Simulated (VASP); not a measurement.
# Vibrations of ZnS (Sphalerite) at several levels of theory, part 2 of 3

Aim: the vibrations of ZnS (Sphalerite) at the zone centre, at several levels of theory. The starting structure is a measured crystal structure from the Crystallography Open Database.

VASP 6.6.1.

Results so far: LDA T2 292.1 cm⁻¹.

### Step 3. Modes with LDA at the measured cell

Level of this step: LDA; plane waves and PAW (Zn, S) (VASP).

A relaxation of the atoms in the fixed cell, not shown, had nothing to move.

INCAR

```
SYSTEM = ZnS
PREC = Accurate
ENCUT = 450
EDIFF = 1E-08
NELM = 100
ISMEAR = 0
SIGMA = 0.03
LREAL = .FALSE.
ALGO = Normal
GGA = CA
NBANDS = 15
LORBIT = 11
LWAVE = .FALSE.
LCHARG = .FALSE.
KPAR = 8
IBRION = 8
LEPSILON = .TRUE.
LPEAD = .TRUE.
ISIF = 2
```

POSCAR

```
ZnS
1.0
    0.0000000000      2.7046500000      2.7046500000
    2.7046500000      0.0000000000      2.7046500000
    2.7046500000      2.7046500000      0.0000000000
Zn S
1 1
Direct
    0.0000000000      0.0000000000      0.0000000000
    0.7500000000      0.7500000000      0.7500000000
```

KPOINTS

```
Automatic mesh
0
Gamma
10 10 10
0 0 0
```

PAW data sets: Zn and S (LDA family, release 64).

Run with:

```sh
> mpirun -np 8 vasp_std
```

Output:

```text
[banner, memory and clock lines left out]
running    8 mpi-ranks, on    1 nodes
[...]
[... a notice as in an earlier step ...]

 LDA part: xc-table for (Slater(with rela. corr.)+CA(PZ))
 , standard interpolation
 POSCAR, INCAR and KPOINTS ok, starting setup
[...]
entering main loop
       N       E                     dE             d eps       ncg     rms          rms(c)
DAV:   1     0.813216908393E+02    0.81322E+02   -0.82563E+03  1418   0.130E+03
DAV:   2    -0.317672901739E+01   -0.84498E+02   -0.79223E+02  1557   0.250E+02
DAV:   3    -0.854233647434E+01   -0.53656E+01   -0.53428E+01  1767   0.642E+01
DAV:   4    -0.859874596889E+01   -0.56409E-01   -0.56399E-01  1669   0.687E+00
[...]
DAV:  12    -0.817333532034E+01   -0.11254E-06   -0.84618E-07  1725   0.730E-03    0.181E-03
DAV:  13    -0.817333529338E+01    0.26958E-07   -0.77553E-08  2123   0.357E-03    0.615E-04
DAV:  14    -0.817333529346E+01   -0.80718E-10   -0.64291E-09  1043   0.601E-04
   1 F= -.81733353E+01 E0= -.81733353E+01  d E =-.484420E-20
[...]
RMM:  10    -0.210265634711E+00    0.75615E-08    0.49206E-10 10316   0.152E-05    0.145E-06
 first order change of Fermi-energy  -0.55571E-04
 force on displaced ion       1 direction 1 :  -5.383  -0.000  -0.000
 Born effective charge ion    1 direction 1 :   1.994   0.000   0.000
 Linear response progress:
  Degree of freedom:   2/  2
       N       E                     dE             d eps       ncg     rms          rms(c)
RMM:   1    -0.105210845274E+00   -0.10521E+00    0.49986E-02 12794   0.221E+00
RMM:   2    -0.103175669925E+00    0.20352E-02   -0.45914E-03  8275   0.629E-01    0.162E-01
RMM:   3    -0.103509948280E+00   -0.33428E-03   -0.30371E-04  8906   0.138E-01    0.795E-02
RMM:   4    -0.103859440121E+00   -0.34949E-03   -0.55021E-05  9048   0.505E-02    0.156E-02
[...]
RMM:  12    -0.103861825330E+00    0.19884E-07   -0.14604E-09  7937   0.637E-06    0.270E-07
RMM:  13    -0.103861873578E+00   -0.48248E-07   -0.84541E-09  5241   0.368E-06    0.308E-07
RMM:  14    -0.103861827545E+00    0.46033E-07   -0.33577E-09  3841   0.307E-06    0.371E-08
 first order change of Fermi-energy   0.35951E-03
 force on displaced ion       2 direction 1 :  -5.389   0.000   0.000
 Born effective charge ion    2 direction 1 :  -1.995   0.000   0.000
 Born effective charges drift removed
 Linear response finished
```

Run time: 3.7 min. Hardware: 8 MPI ranks of AMD EPYC 7R43, shared host; peak memory 2.8 GiB.

From OUTCAR (step 3):

```text
  Total       -1.1448966     -1.1448966     -1.1448966     -0.0000000     -0.0000000     -0.0000000
  in kB      -46.3568191    -46.3568191    -46.3568191     -0.0000000     -0.0000000     -0.0000000
  external PRESSURE =     -46.3568191 kB  Pullay stress =       0.0000000 kB

 POSITION                                       TOTAL-FORCE (eV/Angst)
 -----------------------------------------------------------------------------------
      0.00000      0.00000      0.00000        -0.000000     -0.000000     -0.000000
      4.05697      4.05697      4.05697         0.000000      0.000000      0.000000
 -----------------------------------------------------------------------------------
    total drift:                               -0.000000     -0.000000     -0.000000

 MACROSCOPIC STATIC DIELECTRIC TENSOR (including local field effects in DFT)
 ------------------------------------------------------
           6.152316     0.000000     0.000000
           0.000000     6.152316     0.000000
           0.000000    -0.000000     6.152316
 ------------------------------------------------------

 MACROSCOPIC STATIC DIELECTRIC TENSOR IONIC CONTRIBUTION
 ------------------------------------------------------
           3.379604     0.000000     0.000000
           0.000000     3.379604    -0.000000
           0.000000    -0.000000     3.379604
 ------------------------------------------------------

[... 1 part as in an earlier step ...]

[... 1 further part left out ...]
```

With LDA at the measured cell the mode is T2 260.9 cm⁻¹, -31.2 cm⁻¹ from LDA.

### Step 4. Modes with PBEsol

PBEsol restores the gradient expansion of exchange and is tuned for the cells of solids. The cell comes from a relaxation at this level, not shown (38.48 Å³).

Changes to INCAR since step 3:

```diff
@@ -9,3 +9,3 @@
 ALGO = Normal
-GGA = CA
+GGA = PS
 NBANDS = 15
```

POSCAR

```
ZnS
1.0
    0.0000000000      2.6796909122      2.6796909122
    2.6796909122      0.0000000000      2.6796909122
    2.6796909122      2.6796909122      0.0000000000
Zn S
1 1
Direct
    0.0000000000      0.0000000000      0.0000000000
    0.7500000000      0.7500000000      0.7500000000
```

KPOINTS is that of step 3.

Potentials, in the order of the species: Zn and S (PBE family, release 64).

Run with:

```sh
> mpirun -np 8 vasp_std
```

Output:

```text
[banner, memory and clock lines left out]
running    8 mpi-ranks, on    1 nodes
[...]
[... a notice as in an earlier step ...]

|                                                                             |
|               ----> ADVICE to this user running VASP <----                  |
|                                                                             |
|     You enforced a specific xc type in the INCAR file but a different       |
|     [... a line on the potential file left out ...]
|     I HOPE YOU KNOW WHAT YOU ARE DOING!                                     |
|                                                                             |

 LDA part: xc-table for (Slater+PW92), standard interpolation
 POSCAR, INCAR and KPOINTS ok, starting setup
[...]
entering main loop
       N       E                     dE             d eps       ncg     rms          rms(c)
DAV:   1     0.870862060055E+02    0.87086E+02   -0.84770E+03  1410   0.133E+03
DAV:   2    -0.230477957130E+01   -0.89391E+02   -0.83775E+02  1564   0.259E+02
[...]
RMM:  10    -0.209145089038E+00   -0.56960E-08   -0.27904E-09 10303   0.155E-05    0.272E-06
 first order change of Fermi-energy  -0.10166E-03
 force on displaced ion       1 direction 1 :  -6.215   0.000   0.000
 Born effective charge ion    1 direction 1 :   1.957   0.000   0.000
 Linear response progress:
  Degree of freedom:   2/  2
       N       E                     dE             d eps       ncg     rms          rms(c)
RMM:   1    -0.106234017985E+00   -0.10623E+00    0.51584E-02 12749   0.226E+00
RMM:   2    -0.103953319769E+00    0.22807E-02   -0.47972E-03  8310   0.654E-01    0.165E-01
RMM:   3    -0.104345230693E+00   -0.39191E-03   -0.30483E-04  8882   0.138E-01    0.823E-02
RMM:   4    -0.104742460629E+00   -0.39723E-03   -0.54085E-05  9058   0.495E-02    0.163E-02
[...]
RMM:  10    -0.104754437626E+00   -0.21953E-06   -0.43624E-09  9460   0.356E-05    0.926E-06
RMM:  11    -0.104754464669E+00   -0.27043E-07    0.51414E-09  9544   0.152E-05    0.636E-06
RMM:  12    -0.104754456879E+00    0.77900E-08    0.31158E-09  7981   0.521E-06    0.378E-07
 first order change of Fermi-energy   0.40028E-03
 force on displaced ion       2 direction 1 :  -6.180   0.000   0.000
 Born effective charge ion    2 direction 1 :  -1.958   0.000   0.000
 Born effective charges drift removed
 Linear response finished
```

Wall time 4.3 min (8 MPI ranks); peak memory 2.8 GiB.

OUTCAR, selected parts (step 4):

```text
  Total       -0.0051803     -0.0051803     -0.0051803     -0.0000000      0.0000000     -0.0000000
  in kB       -0.2156661     -0.2156661     -0.2156661     -0.0000000      0.0000000     -0.0000000
  external PRESSURE =      -0.2156661 kB  Pullay stress =       0.0000000 kB

 POSITION                                       TOTAL-FORCE (eV/Angst)
 -----------------------------------------------------------------------------------
      0.00000      0.00000      0.00000         0.000000      0.000000      0.000000
      4.01954      4.01954      4.01954        -0.000000     -0.000000     -0.000000
 -----------------------------------------------------------------------------------
    total drift:                               -0.000002     -0.000002     -0.000002

 MACROSCOPIC STATIC DIELECTRIC TENSOR (including local field effects in DFT)
 ------------------------------------------------------
           6.041233     0.000000    -0.000000
          -0.000000     6.041233     0.000000
          -0.000000    -0.000000     6.041233
 ------------------------------------------------------

 MACROSCOPIC STATIC DIELECTRIC TENSOR IONIC CONTRIBUTION
 ------------------------------------------------------
           2.908004     0.000000     0.000000
           0.000000     2.908004    -0.000000
           0.000000    -0.000000     2.908004
 ------------------------------------------------------

[... 1 part as in an earlier step ...]

[... 1 further part left out ...]
```

With PBEsol the mode is T2 279.7 cm⁻¹, -12.4 cm⁻¹ from LDA.

### Step 5. Modes with PBE

PBE, the usual starting point, adds the gradient of the density. The cell comes from a relaxation at this level, not shown (40.37 Å³).

Changes to INCAR since step 4:

```diff
@@ -9,3 +9,3 @@
 ALGO = Normal
-GGA = PS
+GGA = PE
 NBANDS = 15
```

POSCAR

```
ZnS
1.0
    0.0000000000      2.7228551327      2.7228551327
    2.7228551327      0.0000000000      2.7228551327
    2.7228551327      2.7228551327      0.0000000000
Zn S
1 1
Direct
    0.0000000000      0.0000000000      0.0000000000
    0.7500000000      0.7500000000      0.7500000000
```

KPOINTS is that of step 4.

Run with:

```sh
> mpirun -np 8 vasp_std
```

Output:

```text
[banner, memory and clock lines left out]
running    8 mpi-ranks, on    1 nodes
[...]
[... a notice as in an earlier step ...]

 LDA part: xc-table for (Slater+PW92), standard interpolation
 POSCAR, INCAR and KPOINTS ok, starting setup
[...]
entering main loop
       N       E                     dE             d eps       ncg     rms          rms(c)
DAV:   1     0.835285977394E+02    0.83529E+02   -0.83050E+03  1418   0.130E+03
DAV:   2    -0.184329142121E+01   -0.85372E+02   -0.80184E+02  1592   0.251E+02
DAV:   3    -0.721931445517E+01   -0.53760E+01   -0.53547E+01  1760   0.643E+01
DAV:   4    -0.727817844001E+01   -0.58864E-01   -0.58850E-01  1683   0.697E+00
[...]
DAV:  14    -0.685076152786E+01    0.20036E-07   -0.83775E-08  1788   0.238E-03    0.106E-03
DAV:  15    -0.685076154289E+01   -0.15030E-07   -0.24471E-09  1041   0.877E-04    0.362E-04
DAV:  16    -0.685076155284E+01   -0.99485E-08   -0.26772E-09   922   0.106E-03
   1 F= -.68507616E+01 E0= -.68507616E+01  d E =-.613807E-12
[...]
RMM:  12    -0.208986993342E+00   -0.29831E-08   -0.32431E-10  8851   0.303E-06    0.181E-07
 first order change of Fermi-energy  -0.87878E-04
 force on displaced ion       1 direction 1 :  -5.348   0.000   0.000
 Born effective charge ion    1 direction 1 :   2.027   0.000   0.000
 Linear response progress:
  Degree of freedom:   2/  2
       N       E                     dE             d eps       ncg     rms          rms(c)
RMM:   1    -0.106895098428E+00   -0.10690E+00    0.51350E-02 12775   0.219E+00
RMM:   2    -0.104776646583E+00    0.21185E-02   -0.46584E-03  8327   0.617E-01    0.159E-01
RMM:   3    -0.105220030505E+00   -0.44338E-03   -0.27448E-04  8859   0.130E-01    0.787E-02
RMM:   4    -0.105698327336E+00   -0.47830E-03   -0.55666E-05  9049   0.496E-02    0.163E-02
[...]
RMM:  10    -0.105734461440E+00   -0.32152E-06   -0.60114E-09  9481   0.487E-05    0.155E-05
RMM:  11    -0.105734529171E+00   -0.67731E-07   -0.14224E-10  9483   0.189E-05    0.822E-06
RMM:  12    -0.105734519448E+00    0.97232E-08    0.44181E-09  8662   0.491E-06    0.828E-07
 first order change of Fermi-energy   0.39737E-03
 force on displaced ion       2 direction 1 :  -5.435  -0.000  -0.000
 Born effective charge ion    2 direction 1 :  -2.028   0.000   0.000
 Born effective charges drift removed
 Linear response finished
```

The job ended after 4.2 min (8 MPI ranks; peak memory 2.9 GiB; 26 min of CPU time).

Parts of OUTCAR (step 5):

```text
  Total       -0.0014434     -0.0014434     -0.0014434      0.0000000      0.0000000      0.0000000
  in kB       -0.0572783     -0.0572783     -0.0572783      0.0000000      0.0000000      0.0000000
  external PRESSURE =      -0.0572783 kB  Pullay stress =       0.0000000 kB

 POSITION                                       TOTAL-FORCE (eV/Angst)
 -----------------------------------------------------------------------------------
      0.00000      0.00000      0.00000        -0.000000     -0.000000     -0.000000
      4.08428      4.08428      4.08428         0.000000      0.000000      0.000000
 -----------------------------------------------------------------------------------
    total drift:                               -0.000000     -0.000000     -0.000000

 MACROSCOPIC STATIC DIELECTRIC TENSOR (including local field effects in DFT)
 ------------------------------------------------------
           5.898459     0.000000    -0.000000
           0.000000     5.898459     0.000000
          -0.000000     0.000000     5.898459
 ------------------------------------------------------

 MACROSCOPIC STATIC DIELECTRIC TENSOR IONIC CONTRIBUTION
 ------------------------------------------------------
           3.416597    -0.000000     0.000000
          -0.000000     3.416597     0.000000
           0.000000     0.000000     3.416597
 ------------------------------------------------------

[... 1 part as in an earlier step ...]

[... 1 further part left out ...]
```

With PBE the mode is T2 261.4 cm⁻¹, -30.7 cm⁻¹ from LDA.

### Step 6. Modes with PBEsol + D3(BJ)

D3 with Becke-Johnson damping keeps a finite attraction at short range. The cell comes from a relaxation at this level, not shown (37.43 Å³).

INCAR

```
SYSTEM = ZnS
PREC = Accurate
ENCUT = 450
EDIFF = 1E-08
NELM = 100
ISMEAR = 0
SIGMA = 0.03
LREAL = .FALSE.
ALGO = Normal
GGA = PS
IVDW = 12
NBANDS = 15
LORBIT = 11
LWAVE = .FALSE.
LCHARG = .FALSE.
KPAR = 8
IBRION = 6
NFREE = 2
POTIM = 0.015
NSW = 1
ISIF = 2
```

POSCAR

```
ZnS
1.0
    0.0000000000      2.6551097208      2.6551097208
    2.6551097208      0.0000000000      2.6551097208
    2.6551097208      2.6551097208      0.0000000000
Zn S
1 1
Direct
    0.0000000000      0.0000000000      0.0000000000
    0.7500000000      0.7500000000      0.7500000000
```

KPOINTS is that of step 5.

Run with:

```sh
> mpirun -np 8 vasp_std
```

Output:

```text
[banner, memory and clock lines left out]
running    8 mpi-ranks, on    1 nodes
[...]
[... a notice as in an earlier step ...]

 [... a notice as in an earlier step ...]

 LDA part: xc-table for (Slater+PW92), standard interpolation
 POSCAR, INCAR and KPOINTS ok, starting setup
[...]
entering main loop
       N       E                     dE             d eps       ncg     rms          rms(c)
DAV:   1     0.829737712654E+02    0.82974E+02   -0.84150E+03  1426   0.133E+03
DAV:   2    -0.264626633985E+01   -0.85620E+02   -0.80609E+02  1613   0.252E+02
DAV:   3    -0.793606127810E+01   -0.52898E+01   -0.52687E+01  1746   0.641E+01
DAV:   4    -0.799244119925E+01   -0.56380E-01   -0.56361E-01  1746   0.686E+00
[...]
DAV:  13    -0.757879287799E+01    0.15824E-07   -0.12590E-07  1606   0.296E-03    0.816E-04
DAV:  14    -0.757879286610E+01    0.11891E-07   -0.66739E-09  1420   0.190E-03    0.548E-04
DAV:  15    -0.757879286374E+01    0.23576E-08   -0.51431E-09   936   0.528E-04
   1 F= -.81247338E+01 E0= -.81247338E+01  d E =-.510141E-20
[... from here on, the cycles between the ionic steps are left out ...]
   2 F= -.81239551E+01 E0= -.81239551E+01  d E =-.400046E-20
   3 F= -.81239553E+01 E0= -.81239553E+01  d E =-.401789E-20
   4 F= -.81239677E+01 E0= -.81239677E+01  d E =-.402302E-20
   5 F= -.81239677E+01 E0= -.81239677E+01  d E =-.401396E-20
 Finite differences progress:
  Degree of freedom:   2/  2
  Displacement:        2/  2
  Total:               4/  4
```

Wall time 45 s (8 MPI ranks); peak memory 2.2 GiB.

OUTCAR, selected parts (step 6):

```text
 Edisp (eV)   -0.54594

 Edisp (eV)   -0.54594

  Total       0.00066     0.00305     0.00305     0.00000    -0.10846     0.00000
  in kB       0.02842     0.13042     0.13042     0.00000    -4.64207     0.00000
  external pressure =        0.10 kB  Pullay stress =        0.00 kB

 POSITION                                       TOTAL-FORCE (eV/Angst)
 -----------------------------------------------------------------------------------
      0.00000      0.00000      0.00000        -0.102054      0.000000      0.000000
      3.96766      3.98266      3.98266         0.102054      0.000000      0.000000
 -----------------------------------------------------------------------------------
    total drift:                                0.000157     -0.000002     -0.000002

  FREE ENERGIE OF THE ION-ELECTRON SYSTEM (eV)
  ---------------------------------------------------
  free  energy   TOTEN  =        -8.1239677411 eV

  energy  without entropy=       -8.1239677411  energy(sigma->0) =       -8.12396774

[... 1 part as in an earlier step ...]

[... 2 further parts left out ...]
[key lines of the parts left out:]
E-fermi :   2.7121
```

The last energy, forces and stress in OUTCAR belong to the last displaced cell, not to that of POSCAR.

With PBEsol + D3(BJ) the mode is T2 293.5 cm⁻¹, +1.4 cm⁻¹ from LDA.

### Step 7. Modes with r2SCAN

r2SCAN adds the kinetic-energy density, costs more than a GGA and is run with LASPH. The cell comes from a relaxation at this level, not shown (39.08 Å³).

Changes to INCAR since step 6:

```diff
@@ -9,4 +9,4 @@
 ALGO = Normal
-GGA = PS
-IVDW = 12
+METAGGA = R2SCAN
+LASPH = .TRUE.
 NBANDS = 15
```

POSCAR

```
ZnS
1.0
    0.0000000000      2.6935523912      2.6935523912
    2.6935523912      0.0000000000      2.6935523912
    2.6935523912      2.6935523912      0.0000000000
Zn S
1 1
Direct
    0.0000000000      0.0000000000      0.0000000000
    0.7500000000      0.7500000000      0.7500000000
```

KPOINTS is that of step 6.

Run with:

```sh
> mpirun -np 8 vasp_std
```

Output:

```text
[banner, memory and clock lines left out]
running    8 mpi-ranks, on    1 nodes
[...]
[... a notice as in an earlier step ...]

 [... a notice as in an earlier step ...]

 LDA part: xc-table for (None), standard interpolation
 POSCAR, INCAR and KPOINTS ok, starting setup
[...]
entering main loop
       N       E                     dE             d eps       ncg     rms          rms(c)
DAV:   1     0.701506274563E+02    0.70151E+02   -0.83986E+03  1410   0.133E+03
DAV:   2    -0.162361680163E+02   -0.86387E+02   -0.81260E+02  1536   0.255E+02
DAV:   3    -0.218765552850E+02   -0.56404E+01   -0.56137E+01  1781   0.671E+01
DAV:   4    -0.219344442708E+02   -0.57889E-01   -0.57876E-01  1606   0.700E+00
[...]
DAV:  17    -0.188647581219E+02   -0.81629E-07   -0.21983E-09   852   0.117E-03    0.104E-04
DAV:  18    -0.188647580956E+02    0.26227E-07   -0.73478E-10   782   0.272E-04    0.268E-05
DAV:  19    -0.188647580934E+02    0.22578E-08   -0.63910E-11   810   0.158E-04
   1 F= -.18864758E+02 E0= -.18864758E+02  d E =-.679768E-15
[... from here on, the cycles between the ionic steps are left out ...]
   2 F= -.18864231E+02 E0= -.18864231E+02  d E =-.552755E-15
   3 F= -.18864237E+02 E0= -.18864237E+02  d E =-.555729E-15
   4 F= -.18864089E+02 E0= -.18864089E+02  d E =-.532575E-15
   5 F= -.18864080E+02 E0= -.18864080E+02  d E =-.528799E-15
 Finite differences progress:
  Degree of freedom:   2/  2
  Displacement:        2/  2
  Total:               4/  4
```

Elapsed: 3.8 min, on 8 MPI ranks; peak memory 2.1 GiB.

From OUTCAR (step 7):

```text
  Total       -0.0026420     -0.0006362     -0.0006362      0.0000000     -0.0873607      0.0000000
  in kB       -0.1083025     -0.0260786     -0.0260786      0.0000000     -3.5811334      0.0000000
  external PRESSURE =      -0.0534866 kB  Pullay stress =       0.0000000 kB

 POSITION                                       TOTAL-FORCE (eV/Angst)
 -----------------------------------------------------------------------------------
      0.00000      0.00000      0.00000        -0.089007      0.000000      0.000000
      4.02533      4.04033      4.04033         0.089007      0.000000      0.000000
 -----------------------------------------------------------------------------------
    total drift:                               -0.000309     -0.000001     -0.000001

  FREE ENERGIE OF THE ION-ELECTRON SYSTEM (eV)
  ---------------------------------------------------
  free  energy   TOTEN  =       -18.8640800186 eV

  energy  without entropy=      -18.8640800186  energy(sigma->0) =      -18.86408002

[... 1 part as in an earlier step ...]

[... 2 further parts left out ...]
[key lines of the parts left out:]
E-fermi :   2.0795
```

With r2SCAN the mode is T2 270.8 cm⁻¹, -21.3 cm⁻¹ from LDA.

(Part 2 of 3 ends here.)

[Lines on the potential files, build, host, timing and source positions are cut from VASP's logs without a mark.]

[Logs are printed without paths, hosts, clocks, repeated set-up lines and the standing remarks that a program may print on its own settings, such as how far it seeks lower states.]

[Hosts, paths, dates, database ids (printed as entryN), source tags and the programs' standing remarks are cut or masked in the printed files.]
